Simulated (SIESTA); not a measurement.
The system is HfN.

```xyz
2
Lattice="0.0000 2.2560 2.2560 2.2560 0.0000 2.2560 2.2560 2.2560 0.0000" Properties=species:S:1:pos:R:3 pbc="T T T"
Hf    0.0000    0.0000    0.0000
N     2.2560    2.2560    2.2560
```

Base run:

```yaml
Program: SIESTA 5.4.2
Functional: PBE
Potentials_or_basis: PseudoDojo 0.4 standard (PBE files)
Basis: TZDP (energy shift 0.003 Ry; two zetas on semicore shells)
Grid_cutoff: 800 Ry
Energy_shift: 0.003 Ry
k_mesh: 10 × 10 × 10
Occupations: fermi-dirac, width 0.05 eV
Spin: no spin polarisation
```

Its results: band gap on the k mesh none (metal or under the smearing width); pressure 8.9 GPa.

Q: The run is repeated on the same cell with these changes: basis from TZDP (energy shift 0.003 Ry; two zetas on semicore shells) to SZP (energy shift 0.003 Ry). What comes out?

A: Band gap on the k mesh none (metal or under the smearing width); pressure 10.7 GPa.

Caveats: short orbitals over semicore shells can move pressures by several GPa; the basis of atomic orbitals isn't converged, which shifts pressures, moduli and gaps.
